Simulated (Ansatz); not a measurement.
Wanted: the native input for an Ansatz 0.2.0 run.

* Task: band structure
* Functional: r2SCAN
* Potentials or basis: Ansatz PAW
* Cutoff: 500 eV (not typed: the program's choice for these potentials)
* k mesh: 10 × 10 × 2
* Occupations: fermi-dirac, width 0.05 eV
* Spin: no spin polarisation
* Path: [["G", "M", "K", "G", "A", "L", "H", "A"], ["L", "M"], ["K", "H"]]
* Points for each segment of the path: 14

The system is MoS2, a slab with vacuum.

```
Mo S
1.0
     3.18413    0.00000    0.00000
    -1.59206    2.75753    0.00000
     0.00000    0.00000   17.33460
Mo S
1 2
Direct
  0.00000 0.00000 0.00000
  0.33333 0.66667 0.91051
  0.33333 0.66667 0.08949
```

The input as run:

input.yaml

```yaml
crystal:
  lattice:
    - [3.1841260822, 0.0, 0.0]
    - [-1.5920630411, 2.757534076, 0.0]
    - [0.0, 0.0, 17.33459995]
  atoms:
    - { symbol: Mo, position: [0.0, 0.0, 0.0] }
    - { symbol: S, position: [0.3333333333, 0.6666666667, 0.91050702] }
    - { symbol: S, position: [0.3333333333, 0.6666666667, 0.08949298] }
hamiltonian:
  xc: r2scan
  pseudopotentials: { kind: paw }
kpoints:
  mp_grid: { grid: [10, 10, 2] }
  band_path:
    path:
      - [[0.0, 0.0, 0.0], [0.5, 0.0, 0.0], [0.3333333333, 0.3333333333, 0.0], [0.0, 0.0, 0.0], [0.0, 0.0, 0.5], [0.5, 0.0, 0.5], [0.3333333333, 0.3333333333, 0.5], [0.0, 0.0, 0.5]]
      - [[0.5, 0.0, 0.5], [0.5, 0.0, 0.0]]
      - [[0.3333333333, 0.3333333333, 0.0], [0.3333333333, 0.3333333333, 0.5]]
    npoints: 14
scf:
  occupations: { method: fermi_dirac, width: 0.05 }
  n_extra_bands: 7
output:
  forces: true
  stress: true
  eigenvalues: true
  fatbands: false
```

Potentials or basis: Ansatz PAW.

The run is started by

```bash
$ ansatz run input.yaml --threads 2 --pin off --max-ram 5632MiB --backend cpu --events-out ev --progress --plain --runs-dir out
```

Results of the run:

- Largest force: 0.018 eV/Å
- Band gap on the k mesh: 1.81 eV, indirect (least direct gap 2.03 eV)
- Band gap along the path: 1.67 eV, indirect (least direct gap 1.76 eV)

Caveat: the k mesh misses the band edges, so the gap on the mesh is wider than the one along the path; the PAW data sets come from PBE, with cores solved anew for the run's functional, which leaves a small shift of forces and pressure.

It took 46 s on 2 threads of AMD EPYC (Zen 3), with other jobs on the host, peak memory 0.73 GiB.
